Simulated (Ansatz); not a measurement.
**BaTiO$_{3}$: hydrostatic pressure series**

The calculation used Ansatz 0.2.0, DFT PBE, scalar-relativistic, plane waves, PAW. (420 eV cutoff, 8×8×8 k-mesh, Gaussian smearing of 0.02 eV, no spin polarisation)

Reference structure (relaxed):

```
CELL_PARAMETERS angstrom
4.01925 0.00000 0.00000
0.00000 4.01925 0.00000
0.00000 0.00000 4.01925
ATOMIC_POSITIONS crystal
Ba 0.50000 0.50000 0.50000
Ti 0.00000 0.00000 0.00000
O 0.50000 0.00000 0.00000
O 0.00000 0.50000 0.00000
O 0.00000 0.00000 0.50000
```

Cell and atoms are relaxed at each pressure within the symmetry of the start, at zero temperature, so transitions that lower the symmetry aren't seen. The k-mesh given is that at zero pressure and may differ at others. a, b and c are the lengths of the cell vectors above. ΔH is E + PV over the energy at zero pressure. Gaps are Kohn–Sham gaps over the whole zone.

Spin-orbit coupling is left out, which matters for the bands and energies of heavy elements.

| P (GPa) | V (Å³/atom) | V/V0 | a (Å) | b (Å) | c (Å) | ΔH (eV/atom) | gap (eV) |
| --- | --- | --- | --- | --- | --- | --- | --- |
| -1 | 13.06 | 1.006 | 4.027 | 4.027 | 4.027 | -0.081 | 1.77 |
| 0 | 12.99 | 1.000 | 4.019 | 4.019 | 4.019 | 0.000 | 1.78 |
| 1 | 12.91 | 0.994 | 4.011 | 4.011 | 4.011 | 0.081 | 1.80 |
| 4 | 12.68 | 0.977 | 3.988 | 3.988 | 3.988 | 0.320 | 1.83 |
| 12 | 12.19 | 0.938 | 3.935 | 3.935 | 3.935 | 0.941 | 1.92 |
| 25 | 11.54 | 0.889 | 3.864 | 3.864 | 3.864 | 1.902 | 2.00 |
| 50 | 10.66 | 0.821 | 3.764 | 3.764 | 3.764 | 3.630 | 2.02 |
| 90 | 9.72 | 0.748 | 3.649 | 3.649 | 3.649 | 6.166 | 1.97 |

Symmetry holds off the tilts and polar distortions that many cubic perovskites undergo.